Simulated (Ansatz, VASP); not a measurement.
Two plane-wave programs on Ti

File INCAR:

```
PREC     = Accurate       # precision mode
ENCUT    = 520            # plane-wave cutoff, eV
EDIFF    = 1E-6           # SCF threshold, eV
ISMEAR   = 0              # smearing method
SIGMA    = 0.025          # smearing width, eV
LREAL    = F              # projectors in reciprocal space
LASPH    = T              # aspherical terms in the spheres
NELM     = 80             # most SCF steps
ALGO     = Normal         # electronic algorithm
ISIF     = 2              # what is computed and relaxed
LWAVE    = F              # write WAVECAR
LCHARG   = F              # write CHGCAR
GGA      = PE             # functional
NBANDS   = 12             # bands
```

File KPOINTS:

```
regular mesh
0
Gamma
  11 11 11
```

POSCAR

```
Ti
1.0
   -1.6410000000      1.6410000000      1.6410000000
    1.6410000000     -1.6410000000      1.6410000000
    1.6410000000      1.6410000000     -1.6410000000
Ti
1
Direct
    0.0000000000      0.0000000000      0.0000000000
```

input.yaml

```yaml
crystal:
  lattice:
    - [-1.641, 1.641, 1.641]
    - [1.641, -1.641, 1.641]
    - [1.641, 1.641, -1.641]
  atoms:
    - { symbol: Ti, position: [0.0, 0.0, 0.0] }
hamiltonian:
  xc: pbe
  pseudopotentials: { kind: paw }
kpoints:
  mp_grid: { grid: [11, 11, 11] }
scf:
  occupations: { method: gaussian, width: 0.025 }
output:
  forces: true
  stress: true
  eigenvalues: true
```

This isn't the form of Ti at room conditions, which is hcp.

Alike in both runs: task single point; functional PBE; k mesh 11 × 11 × 11; occupations gaussian, width 0.025 eV; no spin polarisation.

```csv
,VASP,Ansatz
version,VASP 6.6.1,Ansatz 0.2.0
potentials or method,"VASP PAW PBE potentials, release 64 (Ti_sv)",Ansatz PAW
plane-wave cutoff (eV),520,420
valence electrons in the cell,12,12
```

Ansatz gave:

| Property | Result |
| --- | --- |
| gap on the k mesh at the Fermi level (eV) | none |
| pressure (GPa) | -2.9 |

Estimate VASP's values.

gap on the k mesh at the Fermi level (eV): none; pressure (GPa): -3.1.

A gap of «none» marks a metal or a gap that the smearing closes.
